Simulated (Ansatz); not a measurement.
The system is Sn.

```xyz
1
Lattice="-2.0292 2.0292 1.6608 2.0292 -2.0292 1.6608 2.0292 2.0292 -1.6608" Properties=species:S:1:pos:R:3 pbc="T T T"
Sn    0.0000    0.0000    0.0000
```

This isn't the form of Sn at room conditions, which is tetragonal (white tin).

Base run:

```yaml
Program: Ansatz 0.2.0
Functional: LDA
Potentials_or_basis: Ansatz PAW
Cutoff: "420 eV (not typed: the program's choice for these potentials)"
k_mesh: 7 × 7 × 7
Occupations: fermi-dirac, width 0.05 eV
Spin: spin-orbit coupling, no magnetisation
```

Its results: band gap on the k mesh none (metal or under the smearing width); pressure -2.6 GPa.

Task: The run is repeated on the same cell with these changes: k mesh from 7 × 7 × 7 to 10 × 10 × 10; spin from spin-orbit coupling, no magnetisation to no spin polarisation; potential files from those of the base run to others of the same set. What comes out?

Result: Band gap on the k mesh none (metal or under the smearing width); pressure -3.2 GPa.

Several settings changed at once, so the effect can't be laid on one alone.

Caveats: the PAW data sets come from PBE, with cores solved anew for the run's functional, which leaves a small shift of forces and pressure; spin-orbit coupling is left out, which moves the levels of the heavy elements (some runs).
